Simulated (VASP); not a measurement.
Runs of VASP 6.6.1 on Sb. Symmetry: Pm-3m, No. 221, cubic system. The conventional cell has a = 3.083 Å, b = 3.083 Å, c = 3.083 Å, α = 90.00°, β = 90.00°, γ = 90.00°. Sb (site symmetry m-3m) has 6 Sb at 3.08 Å as nearest neighbours. This isn't the form of Sb at room conditions, which is rhombohedral.

```csv
task,level,cell,k mesh,cutoff (eV),gap on the mesh (eV),pressure (GPa),relaxed volume (Å³/atom)
relaxation of cell and atoms,PBEsol,relaxed,14 × 14 × 14,300,none,0.0,28.75
relaxation of cell and atoms,PBEsol,relaxed,14 × 14 × 14,600,none,0.0,28.75
relaxation of cell and atoms,PBEsol,relaxed,6 × 6 × 6,600,none,0.0,(a)
single point,PBEsol,as given,14 × 14 × 14,520,none,-1.1,-
relaxation of cell and atoms,RPBE,relaxed,14 × 14 × 14,600,none,0.0,30.77
```

Alike in all rows: potentials or basis VASP PAW PBE potentials, release 64 (Sb); no spin polarisation; smearing gaussian 0.1 eV.

Problem. Fill in the values left out.

Solution. (a) 28.79.

Caveats: the PAW data sets were made with another functional, which shifts forces and pressure a little.

A k mesh can miss the band edges, and the runs leave out spin-orbit coupling on Sb.

A gap of «none» marks a metal or a gap under the smearing width.

Runs at the PBE level aren't shown here.
